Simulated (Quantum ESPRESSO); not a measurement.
Crystal: EuS.

```
CELL_PARAMETERS angstrom
0.00000 2.97850 2.97850
2.97850 0.00000 2.97850
2.97850 2.97850 0.00000
ATOMIC_POSITIONS crystal
Eu 0.00000 0.00000 0.00000
S 0.50000 0.50000 0.50000
```

| Quantity | Value |
| --- | --- |
| Program | Quantum ESPRESSO 7.5 |
| Task | single point |
| Functional | PBE |
| Potentials or basis | SSSP 1.3 efficiency PBE |
| Cutoff | 748 eV |
| Density cutoff | 5987 eV |
| k mesh | 8 × 8 × 8 |
| Occupations | fermi-dirac, width 0.05 eV |
| Spin | collinear spin, ferromagnetic start |
| Starting moments | [7.0, 0.0] μB |

On this cell: pressure -3.1 GPa; largest force zero by symmetry; net moment 6.97 μB per cell; site moments Eu +6.72; S -0.06 μB; band gap on the k mesh none (metal or under the smearing width).

The same run follows on a disturbed copy (atoms moved at random, drawn with an rms of 0.05 Å):

```xyz
2
Lattice="0.0000 2.9785 2.9785 2.9785 0.0000 2.9785 2.9785 2.9785 0.0000" Properties=species:S:1:pos:R:3 pbc="T T T"
Eu    0.0132    0.0298    0.0211
S     2.9589    3.0215    2.9718
```

Q: What does the disturbed cell give?

A: The energy (extrapolated to zero smearing) moves by +1.5 meV/atom; pressure -3.0 GPa; largest force 0.132 eV/Å; net moment 6.97 μB per cell; site moments Eu +6.72; S -0.06 μB; band gap on the k mesh none (metal or under the smearing width).

Forces in eV/Å, atoms in the order of the input:
```
Eu  -0.096  0.039 -0.082
S    0.096 -0.039  0.082
```

Caveats: spin-orbit coupling is left out, which moves the levels of the heavy elements; a cell with one magnetic atom can't hold antiferromagnetic order, which such compounds often take; without U or exact exchange the open f shell lies at the Fermi level, which spoils levels, moments and volumes.
